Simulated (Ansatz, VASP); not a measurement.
## SnO2 (Cassiterite) in VASP and in Ansatz

```
CELL_PARAMETERS angstrom
4.87522 0.00000 0.00000
0.00000 4.87522 0.00000
0.00000 0.00000 3.27013
ATOMIC_POSITIONS crystal
Sn 0.00000 0.00000 0.00000
Sn 0.50000 0.50000 0.50000
O 0.30654 0.30654 0.00000
O 0.19346 0.80654 0.50000
O 0.69346 0.69346 0.00000
O 0.80654 0.19346 0.50000
```

Alike in both runs: task relaxation of shape and atoms at fixed volume; functional PBE; k mesh 6 × 6 × 8; occupations gaussian, width 0.02 eV; no spin polarisation.

|  | VASP | Ansatz |
| --- | --- | --- |
| version | VASP 6.6.1 | Ansatz 0.2.0 |
| potentials or method | VASP PAW PBE potentials, release 64 (Sn_d, O) | scalar-relativistic, plane waves, PAW |
| plane-wave cutoff (eV) | 600 | 420 |
| valence electrons in the cell | 52 | 52 |

```csv
,VASP,Ansatz,Ansatz less VASP
"gap on the k mesh at the Fermi level, each at its own relaxed structure (eV)",0.40,0.42,+0.019
relaxed volume (Å³/atom),12.95,12.95,0.000
relaxed cell length with the largest relative difference (Å),3.256,3.253,-0.0024
```

Caveats: spin-orbit coupling is left out, which moves the levels of the heavy elements. Expect the measured gap to be larger: semilocal functionals such as PBE lack the derivative discontinuity.
